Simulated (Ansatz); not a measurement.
# A film clamped to a substrate in BN

These are results of Ansatz, DFT PBE, scalar-relativistic, plane waves, PAW, not measurements. Cutoff 420 eV, Γ-centred 12×12×12 k-points, Gaussian smearing of 0.05 eV. No spin polarisation. Energies are free energies at this smearing, counted from the undisturbed cell; pressure is positive in compression.

Zero of the scan (relaxed at this level):

```
B N
1.0
     0.00000    1.81235    1.81235
     1.81235    0.00000    1.81235
     1.81235    1.81235    0.00000
B N
1 1
Direct
  0.00000 0.00000 0.00000
  0.75000 0.75000 0.75000
```

The cell (2 atoms, V0 = 11.91 Å³) is strained by p along both x and y and by q along z, fractional coordinates fixed. τp = (1/V0) ∂E/∂p = (σxx + σyy)(1 + p)(1 + q) and τq = (1/V0) ∂E/∂q = σzz(1 + p)², with tension positive.

| p | q | ΔE (meV/atom) | τp (GPa) | τq (GPa) |
| --- | --- | --- | --- | --- |
| 0.000 | 0.000 | 0.00 | 0.02 | 0.01 |
| -0.040 | 0.000 | 61.05 | -85.77 | -14.93 |
| 0.040 | 0.000 | 51.78 | 66.99 | 12.09 |
| 0.000 | -0.040 | 23.73 | -15.71 | -32.54 |
| 0.000 | 0.040 | 22.33 | 11.34 | 29.74 |

Problem. Get the second derivatives of the energy density.

Solution. Central differences give A = ∂τp/∂p = 1909 GPa (C11 + C22 + 2 C12), C = ∂τq/∂q = 778 GPa (C33) and the cross term B = ∂τq/∂p = 338 GPa (C13 + C23); ∂τp/∂q = 338 GPa must equal B, and any difference shows higher-order terms. Steps this large leave an error of some per cent of A or C in all of these, which can swamp a small B. The ions are clamped. In a cubic crystal C11 = C = 778, C12 = B/2 = 169 GPa and A should be 2(C11 + C12) = 1895 GPa; the bulk modulus is (C11 + 2 C12)/3 = 372 GPa.

Problem. A film of this crystal grows with z along the normal on a substrate that imposes p. How does its thickness respond, and what does the misfit cost?

Solution. Count p and q from the stress-free cell. A free surface needs τq = 0, so q = −(B/C) p = -0.43 p. The energy density left is (A − B²/C) p²/2 = M p², with the biaxial modulus M = 881 GPa; a misfit of 1 % costs 3.27 meV/atom, against 3.55 meV/atom if the thickness were held.

At p = -0.080 the energies along q are 495.6 (q = -0.080), 347.4 (q = -0.040), 266.5 (q = 0.000), 246.6 (q = 0.040), 281.8 (q = 0.080) meV/atom.

Problem. Does the linear rule hold at this misfit?

Solution. A parabola through the lowest point and its neighbours has its minimum at q = 0.034, 246.1 meV/atom. With the stress left in the starting cell, τp0 and τq0, linear elasticity gives q = −(τq0 + Bp)/C = 0.035 and E = V0(τp0 p + τq0 q + Ap²/2 + Bpq + Cq²/2)/N = 209.5 meV/atom. The energies differ by more than a tenth, so the quadratic law fails here: the gap holds the anharmonic part, with some error from the wide steps. Cubic terms also shift the vertex of so wide a parabola.

Cubic BN resists a change of shape almost as strongly as a change of volume. Its short, directional sp³ bonds oppose bending as well as stretching, so C12 (169 GPa) is far below C11 (778 GPa). The film therefore thickens by only 0.43 of the in-plane compression, where constant volume would need twice that compression, and a free surface lowers the misfit energy only from 3.55 to 3.27 meV/atom at 1 % misfit.

Compression costs more than equal tension along both strain paths, as expected when Pauli repulsion steepens at short range while stretched bonds soften. This explains why the quadratic law underestimates the energy of the strongly compressed film, even though it predicts the thickness well; for large tensile misfit it would probably err the other way.

Clamping the ions does no harm here: strains along the cube axes leave each atom on a site where symmetry forbids a net force, so these constants are also the relaxed-ion ones. Whether a real film would stay coherent or shed its misfit through dislocations remains open.
